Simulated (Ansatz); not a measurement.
Free-standing sheet of BN, cell area 5.451 Å²:

```yaml
crystal:
  lattice:
    - [2.50876, 0.00000, 0.00000]
    - [-1.25438, 2.17265, 0.00000]
    - [0.00000, 0.00000, 26.00000]
  periodic: [true, true, false]
  atoms:
    - { symbol: B, position: [0.00000, 0.00000, 0.50000] }
    - { symbol: N, position: [0.66667, 0.33333, 0.50000] }
```

Level of theory: DFT PBE+D3(BJ), scalar-relativistic, plane waves, PAW (Ansatz). Settings: cutoff 420 eV, Γ-centred mesh 12×12×1 on the computed 2-atom cell, Gaussian smearing of 0.02 eV; no spin polarisation. No periodic images along c.

In an external field along +c, atoms held, its energy changes by -1.250 meV a cell at +0.2 V/Å and by -1.250 meV at −0.2 V/Å.

Question: What dipole and polarisability along c does the sheet have?

Answer: ΔE = −pF − αF²/2. The odd part gives p = −[ΔE(+F) − ΔE(−F)]/(2F) = 0.0000 e·Å a cell (none within the accuracy). The even part gives α = −[ΔE(+F) + ΔE(−F)]/F² = 0.0625 e·Å²/V.

Question: What thickness does that polarisability stand for?

Answer: α/(ε0·A) = 0.0625 × 180.95/5.451 = 2.07 Å. For a slab of thickness t and dielectric constant ε this equals t(1 − 1/ε), so it is the thickness over which the sheet would screen the field wholly.

Question: Predict the energy change at +0.35 V/Å.

Answer: −p·0.35 − α·0.35²/2 = -3.83 meV; the calculation gives -3.83 meV, so the response is still linear.

The reference crystal is a form of BN, which isn't its usual structure.

The sheet has no dipole along c because it is flat: its atomic plane is a mirror plane, so the polar B–N bonds lie wholly within it and their charge transfer has no component along the normal. The same symmetry makes the energy even in the field, so the equal shifts for opposite fields are required. The agreement at +0.35 V/Å therefore shows that quartic and higher terms are negligible in this range.

What remains is an induced dipole, from a small shift of the σ and π density towards one face. The electrons are confined to a single atomic layer and the occupied states, largely of N character, are tightly bound, so the field can polarise this density but not drive charge over a long distance. The 2.07 Å is thus a measure of electronic response, not a geometric thickness, and it fixes neither t nor ε separately. In a static field, opposite out-of-plane displacements of B and N would add a lattice contribution, which this electronic polarisability doesn't include.
